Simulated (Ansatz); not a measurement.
# Ga: the order of phases at one pressure

Which of bcc, hcp, beta tin, omega, simple hexagonal has the lowest enthalpy for Ga at one common pressure? The runs shown use PAW.

Program: Ansatz 0.2.0. Level of theory: DFT, PBE, PAW with Ansatz's default frozen-core files, scalar-relativistic. These are calculated values, not measurements.

## 1. The system as given

It takes space group Im-3m (No. 229, cubic). The conventional cell has a = 3.362 Å, b = 3.362 Å, c = 3.362 Å, α = 90.00°, β = 90.00°, γ = 90.00°. Ga (site symmetry m-3m) has 8 Ga at 2.91 Å as nearest neighbours.

Structure file:

```xyz
1
Lattice="-1.6810 1.6810 1.6810 1.6810 -1.6810 1.6810 1.6810 1.6810 -1.6810" Properties=species:S:1:pos:R:3 pbc="T T T"
Ga    0.0000    0.0000    0.0000
```

## 2. Cell relaxed at zero pressure, PAW

The input, input.yaml:

```yaml
crystal:
  lattice:
    - [-1.6809877034, 1.6809877034, 1.6809877034]
    - [1.6809877034, -1.6809877034, 1.6809877034]
    - [1.6809877034, 1.6809877034, -1.6809877034]
  atoms:
    - { symbol: Ga, position: [0.0, 0.0, 0.0] }
kpoints:
  mp_grid: { grid: [18, 18, 18] }
scf:
  occupations: { method: fermi_dirac, width: 0.1 }
hamiltonian:
  xc: pbe
  pseudopotentials: { kind: paw }
output:
  forces: true
  stress: true
relax:
  f_tol: 0.005
  max_steps: 40
  cell: {}
```

Started as:

```console
> ansatz run input.yaml --threads 1 --pin off --max-ram 3584MiB --backend cpu --events-out ev --progress --plain --runs-dir out
```

After this run come: Volume scaled by 0.707, to set the pressure, PAW; Bcc relaxed under pressure, PAW; Hcp relaxed under pressure, PAW; Beta tin relaxed under pressure, PAW; Omega relaxed under pressure, PAW; Simple hexagonal relaxed under pressure, PAW.

**Question.** What will these runs give? Wanted: pressure; lowest.

**Answer**, as computed:

```
    quantity                         value
    pressure                        39 GPa
lowest (PAW)  hcp, 39.3 meV/atom under bcc
```

What this shows: By PAW the order is hcp < bcc < omega < simple hexagonal < beta tin. Only these structures were tried, with electrons smeared by 0.1 eV and without vibrations, so the true ground state may be another. The k meshes differ between phases and weren't tested, which can move differences by some meV.
